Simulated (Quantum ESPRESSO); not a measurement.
**Ir in Quantum ESPRESSO: the effect of dispersion**

Crystal: Ir.

```xyz
1
Lattice="0.0000 1.9156 1.9156 1.9156 0.0000 1.9156 1.9156 1.9156 0.0000" Properties=species:S:1:pos:R:3 pbc="T T T"
Ir    0.0000    0.0000    0.0000
```

Alike in all runs:

- Program: Quantum ESPRESSO 7.5
- Task: relaxation of cell and atoms
- Functional: PBEsol
- Potentials or basis: GBRV 1.5 PBEsol
- Cutoff: 612 eV
- Density cutoff: 4898 eV
- k mesh: 12 × 12 × 12
- Occupations: fermi-dirac, width 0.05 eV
- Spin: no spin polarisation

Each run relaxes the cell or the atoms first.

```csv
dispersion,relaxed volume (Å³/atom)
none,?
D3,13.82
D3(BJ),13.82
rVV10,13.79
D4,13.84
```

Task: What does the run with dispersion none give?

Result: Relaxed volume 14.03 Å³/atom.

Caveats: pairwise dispersion overbinds metals, which lowers pressure and volume (some runs); rVV10's parameter b was fitted to another functional (some runs).
